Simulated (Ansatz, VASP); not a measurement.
GaSb: VASP beside Ansatz

```
CELL_PARAMETERS angstrom
0.00000 3.06588 3.06588
3.02817 0.00000 3.06588
3.02817 3.06588 0.00000
ATOMIC_POSITIONS crystal
Ga 0.00000 0.00000 0.00000
Sb 0.25000 0.25000 0.25000
```

Change from the starting cell: uniaxial_x strain -1.2%.

Alike in both runs: task single point; functional r2SCAN; k mesh 8 × 8 × 8; occupations fermi-dirac, width 0.02 eV; no spin polarisation.

|  | VASP | Ansatz |
| --- | --- | --- |
| version | VASP 6.6.1 | Ansatz 0.2.0 |
| potentials or method | VASP PAW PBE potentials, release 64 (Ga_d, Sb) | plane waves, PAW |
| plane-wave cutoff (eV) | 520 | 500 |
| valence electrons in the cell | 18 | 28 |

```tsv
	VASP	Ansatz	Ansatz less VASP
pressure (GPa)	0.8	0.7	-0.09
largest component of the traceless stress (GPa)	0.39	0.40	+0.014
```

The two sets of potentials don't hold the same shells in valence.

Caveats: the PAW data sets were made with another functional, which shifts forces and pressure a little (VASP).
